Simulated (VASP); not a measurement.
Li2O, 3 atoms in the cell. It takes space group Fm-3m (No. 225, cubic). Conventional cell: a = 4.626 Å, b = 4.626 Å, c = 4.626 Å, α = 90.00°, β = 90.00°, γ = 90.00°. Li (site symmetry -43m) has 4 O at 2.00 Å as nearest neighbours. O (site symmetry m-3m) has 8 Li at 2.00 Å as nearest neighbours. 

| Item | Value |
| --- | --- |
| Program | VASP 6.6.1 |
| Task | single point |
| Functional | PBE |
| Potentials or basis | VASP PAW PBE potentials, release 64 (Li_sv, O) |
| Cutoff | 520 eV |
| k mesh | 8 × 8 × 8 |
| Occupations | gaussian, width 0.02 eV |
| Spin | no spin polarisation |
| Dipole correction | no |
| Further INCAR settings | ALGO = Normal; EDIFF = 1e-06; NBANDS = 13 |

Potentials or basis: VASP PAW PBE potentials, release 64 (Li_sv, O).

The run is started by

```bash
$ cat potpaw_PBE.64/Li_sv/POTCAR potpaw_PBE.64/O/POTCAR > POTCAR
$ mpirun -np 1 vasp_std > vasp.out
```

Hardware: 1 thread of Intel(R) Xeon(R) Platinum 8175M CPU @ 2.50GHz (Skylake/Cascade Lake), on a shared host.

Problem. How long does it take, and how much memory?

Solution. Wall time 12 s on 1 thread of Intel(R) Xeon(R) Platinum 8175M CPU @ 2.50GHz (Skylake/Cascade Lake), with other jobs on the host, peak memory 0.13 GiB. Counts: scf iterations 13, k points 29.
